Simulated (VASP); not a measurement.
MnSb: electric field gradients with r2SCAN

Crystal: MnSb.

```
CELL_PARAMETERS angstrom
0.00000 2.78582 2.78582
2.78582 0.00000 2.78582
2.78582 2.78582 0.00000
ATOMIC_POSITIONS crystal
Mn 0.00000 0.00000 0.00000
Sb 0.50000 0.50000 0.50000
```

The cell comes from a database or a generator and needn't be the stable form of this composition.

```json
{
  "Program": "VASP 6.6.1",
  "Task": "electric field gradients",
  "Functional": "r2SCAN",
  "Potentials or basis": "VASP PAW PBE potentials, release 64 (Mn_pv, Sb)",
  "Cutoff": "520 eV",
  "k mesh": "11 × 11 × 11",
  "Occupations": "fermi-dirac, width 0.03 eV",
  "Spin": "collinear spin, typed start",
  "Starting moments": "[4.0, 0.0] μB",
  "Dipole correction": "no",
  "Further INCAR settings": "ALGO = Normal; EDIFF = 1e-08; NBANDS = 20"
}
```

The pressure is 2.5 GPa, the band gap on the k mesh is none (metal or under the smearing width) and the net moment is 4.02 μB per cell. The site moments are Mn +4.05; Sb -0.18 μB and the valence electrons inside the program's atomic spheres are Mn 11.44; Sb 2.52.

Levels at points of the mesh, in eV from the Fermi level:
Spin up:
```csv
k point,band 7,band 8,band 9,band 10,band 11,band 12,band 13,band 14,band 15,band 16
"(0.00, 0.00, 0.00)",-3.94,-3.65,-3.65,1.36,1.36,1.36,5.51,8.36,8.36,8.36
```
Spin down:
| k point | band 4 | band 5 | band 6 | band 7 | band 8 | band 9 | band 10 | band 11 |
| --- | --- | --- | --- | --- | --- | --- | --- | --- |
| (0.00, 0.00, 0.00) | -12.19 | 0.56 | 0.56 | 0.87 | 0.87 | 0.87 | 1.16 | 1.16 |

Electric field gradients, principal values (V/Å²):
```csv
atom,Vxx,Vyy,Vzz
1 Mn,-0.004,-0.004,0.009
2 Sb,0.000,0.000,0.000
```

It took 4.2 min on 1 thread of Intel(R) Xeon(R) Platinum 8488C (Sapphire Rapids), on a shared host, peak memory 0.25 GiB.

Caveat: the PAW data sets were made with another functional, which shifts forces and pressure a little; a cell with one magnetic atom can't hold antiferromagnetic order, which such compounds often take. Spin-orbit coupling is left out, which matters for the levels of Sb.
